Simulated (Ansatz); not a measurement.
A run of Ansatz 0.2.0:

File input.yaml:

```yaml
crystal:
  lattice:
    - [2.079952695, -5.991296865, 0.0]
    - [2.079952695, 5.991296865, 0.0]
    - [0.0, 0.0, 4.27932094]
  atoms:
    - { symbol: Pb, position: [0.13056335, 0.86943665, 0.25] }
    - { symbol: Pb, position: [0.86943665, 0.13056335, 0.75] }
    - { symbol: S, position: [0.35479709, 0.64520291, 0.25] }
    - { symbol: S, position: [0.64520291, 0.35479709, 0.75] }
hamiltonian:
  xc:
    exchange: hjs_pbesol
    correlation: pbesol
    exx: { coeff: 0.25, omega: 0.207 }
  pseudopotentials: { kind: paw }
kpoints:
  mp_grid: { grid: [4, 4, 3] }
  band_path:
    path:
      - [[0.0, 0.0, 0.0], [0.2801304242, 0.2801304242, 0.0], [0.0, 0.5, 0.0], [0.0, 0.5, 0.5], [0.2801304242, 0.2801304242, 0.5], [0.0, 0.0, 0.5], [0.0, 0.0, 0.0], [-0.5, 0.5, 0.0], [-0.2801304242, 0.7198695758, 0.0], [-0.2801304242, 0.7198695758, 0.5], [-0.5, 0.5, 0.5], [-0.5, 0.5, 0.0]]
      - [[0.0, 0.0, 0.5], [-0.5, 0.5, 0.5]]
    npoints: 4
scf:
  occupations: { method: fermi_dirac, width: 0.05 }
  n_extra_bands: 10
output:
  forces: true
  stress: true
  eigenvalues: true
  fatbands: false
```

Potentials or basis: Ansatz PAW.

The run is started by

```bash
$ ansatz run input.yaml --threads 2 --pin off --max-ram 5632MiB --backend cpu --events-out ev --progress --plain --runs-dir out
```

Hardware: 2 threads of Intel(R) Xeon(R) Processor @ 2.50GHz (Skylake/Cascade Lake) (shared host).

**Question.** Estimate the wall time of this run.

**Answer.** Run time: 14 min on 2 threads of Intel(R) Xeon(R) Processor @ 2.50GHz (Skylake/Cascade Lake), with other jobs on the host, peak memory 1.5 GiB. Counts: scf iterations 17, plane waves 2077, k points 14, bands 30.
